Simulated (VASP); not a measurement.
# TiTe2 in VASP: further runs, part 2 of 2

VASP 6.6.1. The steps go on from the part before.

## Step 3: Single point, PBE

This run uses another cell than the first one, of 49.07 Å³/atom, 1.333 times its volume.

File INCAR:

```
PREC = Accurate
ENCUT = 460
EDIFF = 1E-7
ISMEAR = 0
SIGMA = 0.05
LREAL = F
LASPH = T
NELM = 120
ALGO = Normal
ISIF = 2
LWAVE = F
LCHARG = F
LDIPOL = T
IDIPOL = 3
DIPOL = 0.5 0.5 0.500
GGA = PE
NBANDS = 68
LVHAR = T
LVACPOTAV = T
```

File KPOINTS:

```
regular mesh
0
Gamma
  6 4 1
```

File POSCAR:

```
TiTe2
1.0
    3.7770008876      0.0000000000      0.0000000000
    0.0000000000      6.4980000000      0.0000000000
    0.0000000000      0.0000000000     23.9935886353
Te Ti
8 4
Direct
    0.0000000000      0.7372000000      0.2500668029
    0.0000000000      0.2628000000      0.3409516018
    0.5000000000      0.7372000000      0.3863940013
    0.4999999999      0.2628000000      0.4772788003
    0.0000000000      0.7372000000      0.5227211997
    0.0000000000      0.2628000000      0.6136059987
    0.5000000000      0.7372000000      0.6590483982
    0.4999999999      0.2628000000      0.7499331971
    0.5000000000      0.0000000000      0.2955092024
    0.0000000000      0.0000000000      0.4318364008
    0.5000000000      0.0000000000      0.5681635992
    0.0000000000      0.0000000000      0.7044907976
```

Potentials or basis: VASP PAW PBE potentials, release 64 (Te, Ti_sv).

On the command line:

```
$ cat potpaw_PBE.64/Te/POTCAR potpaw_PBE.64/Ti_sv/POTCAR > POTCAR
$ mpirun -np 1 vasp_std > vasp.out
```

OUTCAR:

```text
PREC = Accurate
   ENCUT = 460
   EDIFF = 1E-7
   ISMEAR = 0
   LREAL = F
   LASPH = T
   NELM = 120
   ISIF = 2
   GGA = PE

 Found     12 irreducible k-points:

 Following reciprocal coordinates:
            Coordinates               Weight
  0.000000  0.000000  0.000000      1.000000
  0.166667  0.000000  0.000000      2.000000
  0.333333  0.000000  0.000000      2.000000
  0.500000  0.000000  0.000000      1.000000
  0.000000  0.250000  0.000000      2.000000
  0.166667  0.250000  0.000000      4.000000
   k-points           NKPTS =     12   k-points in BZ     NKDIM =     12   number of bands    NBANDS=     68
   number of dos      NEDOS =    301   number of ions     NIONS =     12
   total plane-waves  NPLWV = 225792
   dimension x,y,z NGX =    28 NGY =   48 NGZ =  168
   dimension x,y,z NGXF=    56 NGYF=   96 NGZF=  336
   ions per type =               8   4
   NGX,Y,Z   is equivalent  to a cutoff of  12.32, 12.28, 11.64 a.u.
   NGXF,Y,Z  is equivalent  to a cutoff of  24.65, 24.56, 23.28 a.u.
 SYSTEM =  unknown system
   PREC   = accura    normal or accurate (medium, high low for compatibility)
   ISTART =      0    job   : 0-new  1-cont  2-samecut
   ICHARG =      2    charge: 1-file 2-atom 10-const
   ISPIN  =      1    spin polarized calculation?
   LNONCOLLINEAR =      F non collinear calculations
   LSORBIT =      F    spin-orbit coupling
   LASPH  =      T    aspherical Exc in radial PAW
   ENCUT  =  460.0 eV  33.81 Ry    5.81 a.u.   6.61 11.36 41.96*2*pi/ulx,y,z
   NELM   =    120;   NELMIN=  2; NELMDL= -5     # of ELM steps
   EDIFF  = 0.1E-06   stopping-criterion for ELM
   LREAL  =      F    real-space projection
   EDIFFG = 0.1E-05   stopping-criterion for IOM
   NSW    =      0    number of steps for IOM
   IBRION =     -1    ionic relax: 0-MD 1-quasi-New 2-CG
   NFREE  =      0    steps in history (QN), initial steepest desc. (CG)
   ISIF   =      2    stress and relaxation
   ISYM   =      2    0-nonsym 1-usesym 2-fastsym
   POTIM  = 0.5000    time-step for ionic-motion
   TEBEG  =    0.0;   TEEND  =   0.0 temperature during run
   PSTRESS=    0.0 pullay stress
   NELECT =      96.0000    total number of electrons
   NUPDOWN=      -1.0000    fix difference up-down
   EMIN   =  10.00;   EMAX   =-10.00  energy-range for DOS
   EFERMI =   0.00;   METHOD = LEGACY
   ISMEAR =     0;   SIGMA  =   0.05  broadening in eV -4-tet -1-fermi 0-gaus
   EFERMI_NEDOS =   21; number of points for ismear=-14 and -15
   IALGO  =     38    algorithm
   IMIX   =      4    mixing-type and parameters
     AMIX     =   0.40;   BMIX     =  1.00
     AMIX_MAG =   1.60;   BMIX_MAG =  1.00
  volume/ion in A,a.u.               =      49.07       331.16
  Fermi-wavevector in a.u.,A,eV,Ry     =   0.894316  1.690013 10.881967  0.799802
  Thomas-Fermi vector in A             =   2.016506
   LORBIT       =      0    0 simple, 1 ext, 2 COOP (PROOUT), +10 PAW based schemes
   GGA     = PE    functional components
   LHFCALC =     F    Hartree Fock is set to
   AEXX    =    0.0000 exact exchange contribution
   IVDW    =     0    specifies the selected vdW correction
   LEPSILON=     F    determine dielectric tensor
   LRPA    =     F    only Hartree local field effects (RPA)
 non-spin polarized calculation
 Gauss-broadening in eV      SIGMA  =   0.05
  energy-cutoff  :      460.00
  volume of cell :      588.87
 maximum number of plane-waves:     13253
 NGX is ok and might be reduce to    28
   NGX = 13   NGY = 23   NGZ = 83

 number of electron      96.0000017 magnetization

 dipolmoment           0.000000      0.000000     -0.000000 electrons x Angstroem

 Free energy of the ion-electron system (eV)
  ---------------------------------------------------
  ext. energy  EPLUGINS =         0.00000000
  ---------------------------------------------------
  free energy    TOTEN  =       -63.03620462 eV

  energy without entropy =      -63.02772378  energy(sigma->0) =      -63.03196420

 E-fermi :   1.5524     XC(G=0):  -6.0575

 val. band max:        1.5344226310   @ k =   0.5000   0.5000   0.0000
 cond. band min:       1.5671706862   @ k =   0.0000   0.0000   0.0000
 fundamental gap:      0.0327480552
 Fermi energy:         1.5523596699

 k-point     1 :       0.0000    0.0000    0.0000
  band No.  band energies     occupation
      1     -56.1235      2.00000
      2     -56.1234      2.00000
      3     -55.9785      2.00000
      4     -55.9770      2.00000
      5     -32.4676      2.00000
      6     -32.4676      2.00000
[... 52 lines left out ...]
     59       2.7631      0.00000
     60       2.9185      0.00000

 k-point     2 :       0.1667    0.0000    0.0000
  band No.  band energies     occupation
      1     -56.1231      2.00000
      2     -56.1231      2.00000
      3     -55.9780      2.00000
      4     -55.9767      2.00000
      5     -32.4670      2.00000
      6     -32.4670      2.00000
[... 52 lines left out ...]
     59       2.8717      0.00000
     60       2.9311      0.00000

 k-point     3 :       0.3333    0.0000    0.0000
  band No.  band energies     occupation
      1     -56.1223      2.00000
      2     -56.1223      2.00000
      3     -55.9770      2.00000
      4     -55.9763      2.00000
      5     -32.4659      2.00000
      6     -32.4659      2.00000
[... 52 lines left out ...]
     59       2.8765      0.00000
     60       2.8803      0.00000

 k-point     4 :       0.5000    0.0000    0.0000
  band No.  band energies     occupation
      1     -56.1220      2.00000
      2     -56.1220      2.00000
      3     -55.9763      2.00000
      4     -55.9763      2.00000
      5     -32.4654      2.00000
      6     -32.4654      2.00000
[... 52 lines left out ...]
     59       2.9346      0.00000
     60       2.9346      0.00000

 k-point     5 :       0.0000    0.2500    0.0000
  band No.  band energies     occupation
      1     -56.1234      2.00000
      2     -56.1234      2.00000
      3     -55.9785      2.00000
      4     -55.9770      2.00000
      5     -32.4676      2.00000
      6     -32.4676      2.00000
[... 52 lines left out ...]
     59       2.8560      0.00000
     60       3.0762      0.00000

 k-point     6 :       0.1667    0.2500    0.0000
  band No.  band energies     occupation
      1     -56.1231      2.00000
      2     -56.1231      2.00000
      3     -55.9780      2.00000
      4     -55.9767      2.00000
      5     -32.4670      2.00000
      6     -32.4670      2.00000
[... 52 lines left out ...]
     59       2.9552      0.00000
     60       3.0130      0.00000

 [... further k-points ...]

 [bands above 60 left out]

------------------------ aborting loop because EDIFF is reached ----------------------------------------

  FORCE on cell =-STRESS in cart. coord.  units (eV):
  Direction    XX          YY          ZZ          XY          YZ          ZX
  --------------------------------------------------------------------------------------
  -------------------------------------------------------------------------------------
  Total       -3.5523735     -0.6588968     -0.1914456      0.0000000      0.0309463      0.0000000
  in kB       -9.6651188     -1.7926933     -0.5208756      0.0000000      0.0841971      0.0000000
  external PRESSURE =      -3.9928959 kB  Pullay stress =       0.0000000 kB

 VOLUME and BASIS-vectors are now :
 -----------------------------------------------------------------------------
  energy-cutoff  :      460.00
  volume of cell :      588.87
      direct lattice vectors                 reciprocal lattice vectors
     3.777000888  0.000000000  0.000000000     0.264760330  0.000000000  0.000000000
     0.000000000  6.498000000  0.000000000     0.000000000  0.153893506  0.000000000
     0.000000000  0.000000000 23.993588635     0.000000000  0.000000000  0.041677800

 POSITION                                       TOTAL-FORCE (eV/Angst)
 -----------------------------------------------------------------------------------
      0.00000      4.79033      6.00000         0.000000      0.792835     -0.077102
      0.00000      1.70767      8.18065         0.000000      0.139522     -0.419487
      1.88850      4.79033      9.27098         0.000000      0.201641     -0.267487
      1.88850      1.70767     11.45163         0.000000      0.033878      0.121357
      0.00000      4.79033     12.54196         0.000000     -0.033878     -0.121357
      0.00000      1.70767     14.72261         0.000000     -0.201641      0.267487
      1.88850      4.79033     15.81294         0.000000     -0.139522      0.419487
      1.88850      1.70767     17.99359         0.000000     -0.792835      0.077102
      1.88850      0.00000      7.09033         0.000000     -1.187874      0.487561
      0.00000      0.00000     10.36130         0.000000     -0.025445      0.228809
      1.88850      0.00000     13.63228         0.000000      0.025445     -0.228809
      0.00000      0.00000     16.90326         0.000000      1.187874     -0.487561
 -----------------------------------------------------------------------------------
    total drift:                                0.000000     -0.000000      0.000000

  FREE ENERGIE OF THE ION-ELECTRON SYSTEM (eV)
  ---------------------------------------------------
  free  energy   TOTEN  =       -63.0362046157 eV

  energy  without entropy=      -63.0277237809  energy(sigma->0) =      -63.03196420

 vacuum level on the upper side and lower side of the slab         6.443         6.443
```

Run time: 10 min. Hardware: 1 thread of Intel Xeon Platinum 8488C (Sapphire Rapids), shared host; peak memory 0.67 GiB.

The run converged, but some of its settings lie outside the range that counts as converged, so its numbers aren't taken as properties of the slab.

Results:

```
Free energy                     : -63.0362 eV
Largest force                   : 1.284 eV/Å
Band gap on the k mesh          : none (metal or under the smearing width)
Work function of the upper face : 4.89 eV
Work function of the lower face : 4.89 eV
```

## Step 4: Single point, PBE

This run uses another cell than the first one, of 49.07 Å³/atom, 1.333 times its volume.

Changes to INCAR since step 3:

```diff
@@ -2,3 +2,3 @@
 ENCUT = 460
-EDIFF = 1E-7
+EDIFF = 0.001
 ISMEAR = 0
```

KPOINTS is that of step 3.

POSCAR is that of step 3.

On the command line:

```
$ cat potpaw_PBE.64/Te/POTCAR potpaw_PBE.64/Ti_sv/POTCAR > POTCAR
$ mpirun -np 1 vasp_std > vasp.out
```

Run time: 5.8 min. Hardware: 1 thread of Intel Xeon Platinum 8488C (Sapphire Rapids), shared host; peak memory 0.66 GiB.

These settings aren't checked as converged: the numbers below hold their error.

What came out:

```yaml
Free_energy: -63.0369 eV
Largest_force: 1.288 eV/Å
Band_gap_on_the_k_mesh: none (metal or under the smearing width)
Work_function_of_the_upper_face: 4.93 eV
Work_function_of_the_lower_face: 4.93 eV
```

## Step 5: Single point, PBE

This run uses another cell than the first one, of 55.21 Å³/atom, 1.500 times its volume.

Changes to INCAR since step 4:

```diff
@@ -2,3 +2,3 @@
 ENCUT = 460
-EDIFF = 0.001
+EDIFF = 1E-7
 ISMEAR = 0
```

KPOINTS is that of step 4.

File POSCAR:

```
TiTe2
1.0
    3.7770008876      0.0000000000      0.0000000000
    0.0000000000      6.4980000000      0.0000000000
    0.0000000000      0.0000000000     26.9935886353
Te Ti
8 4
Direct
    0.0000000000      0.7372000000      0.2778437540
    0.0000000000      0.2628000000      0.3586278434
    0.5000000000      0.7372000000      0.3990198882
    0.4999999999      0.2628000000      0.4798039776
    0.0000000000      0.7372000000      0.5201960224
    0.0000000000      0.2628000000      0.6009801118
    0.5000000000      0.7372000000      0.6413721566
    0.4999999999      0.2628000000      0.7221562460
    0.5000000000      0.0000000000      0.3182357987
    0.0000000000      0.0000000000      0.4394119329
    0.5000000000      0.0000000000      0.5605880671
    0.0000000000      0.0000000000      0.6817642013
```

On the command line:

```
$ cat potpaw_PBE.64/Te/POTCAR potpaw_PBE.64/Ti_sv/POTCAR > POTCAR
$ mpirun -np 1 vasp_std > vasp.out
```

Run time: 15 min. Hardware: 1 thread of Intel Xeon Platinum 8488C (Sapphire Rapids), shared host; peak memory 0.74 GiB.

The run converged, but some of its settings lie outside the range that counts as converged, so its numbers aren't taken as properties of the slab.

What came out:

```yaml
Free_energy: -63.0357 eV
Largest_force: 1.284 eV/Å
Band_gap_on_the_k_mesh: none (metal or under the smearing width)
Work_function_of_the_upper_face: 4.89 eV
Work_function_of_the_lower_face: 4.89 eV
```

## Step 6: Single point, PBE

This run uses another cell than the first one, of 49.07 Å³/atom, 1.333 times its volume.

INCAR is that of step 5.

File KPOINTS:

```
regular mesh
0
Gamma
  8 5 1
```

File POSCAR:

```
TiTe2
1.0
    3.7770008876      0.0000000000      0.0000000000
    0.0000000000      6.4980000000      0.0000000000
    0.0000000000      0.0000000000     23.9935886353
Te Ti
8 4
Direct
    0.0000000000      0.7372000000      0.2500668029
    0.0000000000      0.2628000000      0.3409516018
    0.5000000000      0.7372000000      0.3863940013
    0.4999999999      0.2628000000      0.4772788003
    0.0000000000      0.7372000000      0.5227211997
    0.0000000000      0.2628000000      0.6136059987
    0.5000000000      0.7372000000      0.6590483982
    0.4999999999      0.2628000000      0.7499331971
    0.5000000000      0.0000000000      0.2955092024
    0.0000000000      0.0000000000      0.4318364008
    0.5000000000      0.0000000000      0.5681635992
    0.0000000000      0.0000000000      0.7044907976
```

Potentials or basis: VASP PAW PBE potentials, release 64 (Te, Ti_sv).

On the command line:

```
$ cat potpaw_PBE.64/Te/POTCAR potpaw_PBE.64/Ti_sv/POTCAR > POTCAR
$ mpirun -np 1 vasp_std > vasp.out
```

OUTCAR:

```text
PREC = Accurate
   ENCUT = 460
   EDIFF = 1E-7
   ISMEAR = 0
   LREAL = F
   LASPH = T
   NELM = 120
   ISIF = 2
   GGA = PE

 Found     15 irreducible k-points:

 Following reciprocal coordinates:
            Coordinates               Weight
  0.000000  0.000000  0.000000      1.000000
  0.125000  0.000000  0.000000      2.000000
  0.250000  0.000000  0.000000      2.000000
  0.375000  0.000000  0.000000      2.000000
  0.500000  0.000000  0.000000      1.000000
[... 471 lines left out ...]

 VOLUME and BASIS-vectors are now :
 -----------------------------------------------------------------------------
  energy-cutoff  :      460.00
  volume of cell :      588.87
      direct lattice vectors                 reciprocal lattice vectors
     3.777000888  0.000000000  0.000000000     0.264760330  0.000000000  0.000000000
     0.000000000  6.498000000  0.000000000     0.000000000  0.153893506  0.000000000
     0.000000000  0.000000000 23.993588635     0.000000000  0.000000000  0.041677800

 POSITION                                       TOTAL-FORCE (eV/Angst)
 -----------------------------------------------------------------------------------
      0.00000      4.79033      6.00000         0.000000      0.811314     -0.083675
      0.00000      1.70767      8.18065         0.000000      0.167752     -0.442955
      1.88850      4.79033      9.27098         0.000000      0.202618     -0.258018
      1.88850      1.70767     11.45163         0.000000      0.009796      0.109311
      0.00000      4.79033     12.54196         0.000000     -0.009796     -0.109311
      0.00000      1.70767     14.72261         0.000000     -0.202618      0.258018
      1.88850      4.79033     15.81294         0.000000     -0.167752      0.442955
      1.88850      1.70767     17.99359         0.000000     -0.811314      0.083675
      1.88850      0.00000      7.09033         0.000000     -1.212501      0.485869
      0.00000      0.00000     10.36130         0.000000     -0.024935      0.228058
      1.88850      0.00000     13.63228         0.000000      0.024935     -0.228058
      0.00000      0.00000     16.90326         0.000000      1.212501     -0.485869
 -----------------------------------------------------------------------------------
    total drift:                                0.000000     -0.000000      0.000000

  FREE ENERGIE OF THE ION-ELECTRON SYSTEM (eV)
  ---------------------------------------------------
  free  energy   TOTEN  =       -63.0583692689 eV

  energy  without entropy=      -63.0503933638  energy(sigma->0) =      -63.05438132

 vacuum level on the upper side and lower side of the slab         6.445         6.445
```

OSZICAR:

```text
N       E                     dE             d eps       ncg     rms          rms(c)
DAV:   1     0.820454106775E+03    0.82045E+03   -0.39226E+04  2368   0.111E+03
DAV:   2     0.372831093806E+02   -0.78317E+03   -0.75112E+03  2436   0.310E+02
DAV:   3    -0.580225248169E+02   -0.95306E+02   -0.93462E+02  2808   0.102E+02
[... 19 lines left out ...]
DAV:  23    -0.630583443823E+02   -0.34962E-04   -0.18649E-06  2352   0.576E-03    0.126E-02
DAV:  24    -0.630583596734E+02   -0.15291E-04   -0.88980E-07  2116   0.313E-03    0.611E-03
DAV:  25    -0.630583686089E+02   -0.89356E-05   -0.95116E-07  1864   0.335E-03    0.176E-03
DAV:  26    -0.630583691897E+02   -0.58074E-06   -0.98380E-08  1596   0.123E-03    0.185E-03
DAV:  27    -0.630583692689E+02   -0.79193E-07   -0.19552E-08  1100   0.604E-04
   1 F= -.63058369E+02 E0= -.63054381E+02  d E =-.797591E-02
```

Wall time 15 min (1 thread of Intel Xeon Platinum 8488C (Sapphire Rapids), shared host); peak memory 0.7 GiB.

The run converged, but some of its settings lie outside the range that counts as converged, so its numbers aren't taken as properties of the slab.

Results:

- Free energy: -63.0584 eV
- Largest force: 1.306 eV/Å
- Band gap on the k mesh: none (metal or under the smearing width)
- Work function of the upper face: 4.90 eV
- Work function of the lower face: 4.90 eV
